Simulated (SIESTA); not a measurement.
Crystal: Pd.

```
Pd
1.0
     0.00000    1.94650    1.94650
     1.94650    0.00000    1.94650
     1.94650    1.94650    0.00000
Pd
1
Direct
  0.00000 0.00000 0.00000
```

Base run:

- Program: SIESTA 5.4.2
- Functional: WC
- Potentials or basis: PseudoDojo 0.4 standard (PBEsol files)
- Basis: DZP (energy shift 0.003 Ry; two zetas on semicore shells)
- Grid cutoff: 800 Ry
- Energy shift: 0.003 Ry
- k mesh: 12 × 12 × 12
- Occupations: fermi-dirac, width 0.05 eV
- Spin: no spin polarisation

Its results: band gap on the k mesh none (metal or under the smearing width); pressure -0.8 GPa.

Q: The run is repeated on the same cell with these changes: functional from WC to AM05. What comes out?

A: Band gap on the k mesh none (metal or under the smearing width); pressure -6.9 GPa.

Caveats: the potentials were made for another functional, which shifts forces and pressure; the basis of atomic orbitals isn't converged, which shifts pressures, moduli and gaps.
